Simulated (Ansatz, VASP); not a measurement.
# Two plane-wave programs on Cu

File INCAR:

```
PREC = Accurate
ENCUT = 520
EDIFF = 1E-7
ISMEAR = 0
SIGMA = 0.15
LREAL = False
LASPH = True
NELM = 60
ALGO = Normal
ISIF = 2
LWAVE = False
LCHARG = False
GGA = PE
NBANDS = 12
```

The input KPOINTS:

```
Automatic mesh
0
Gamma
  22 22 22
```

The input POSCAR:

```
Cu
1.0
   -1.3996000000      1.3996000000      1.3819816190
    1.3996000000     -1.3996000000      1.3819816190
    1.3996000000      1.3996000000     -1.3819816190
Cu
1
Direct
    0.0000000000      0.0000000000      0.0000000000
```

Input for Ansatz:

```yaml
crystal:
  lattice:
    - [-1.3996, 1.3996, 1.381981619]
    - [1.3996, -1.3996, 1.381981619]
    - [1.3996, 1.3996, -1.381981619]
  atoms:
    - { symbol: Cu, position: [0.0, 0.0, 0.0] }
basis:
  ecutwfc: 520.0
kpoints:
  mp_grid: { grid: [22, 22, 22] }
hamiltonian:
  xc: pbe
  pseudopotentials: { kind: paw, azcp: { folder: soft_1 } }
scf:
  occupations: { method: gaussian, width: 0.15 }
output:
  forces: true
  stress: true
  eigenvalues: true
```

Alike in both runs: task single point; functional PBE; k mesh 22 × 22 × 22; occupations gaussian, width 0.15 eV; no spin polarisation.

```csv
,VASP,Ansatz
version,VASP 6.6.1,Ansatz 0.2.0
potentials or method,"VASP PAW PBE potentials, release 64 (Cu)","scalar-relativistic, plane waves, PAW"
plane-wave cutoff (eV),520,520
valence electrons in the cell,11,19
```

Ansatz gave:

```
gap on the k mesh at the Fermi level (eV)       : none
pressure (GPa)                                  : 18.4
largest component of the traceless stress (GPa) : 0.07
```

Task: Which values does VASP return?

Result: gap on the k mesh at the Fermi level (eV): none; pressure (GPa): 19.0; largest component of the traceless stress (GPa): 0.08.

A gap of «none» marks a metal or a gap that the smearing closes. The two sets of potentials don't hold the same shells in valence.

Caveats: so large a pressure means that the cell lies far from this level's equilibrium, or that cutoff or potentials fall short (VASP).
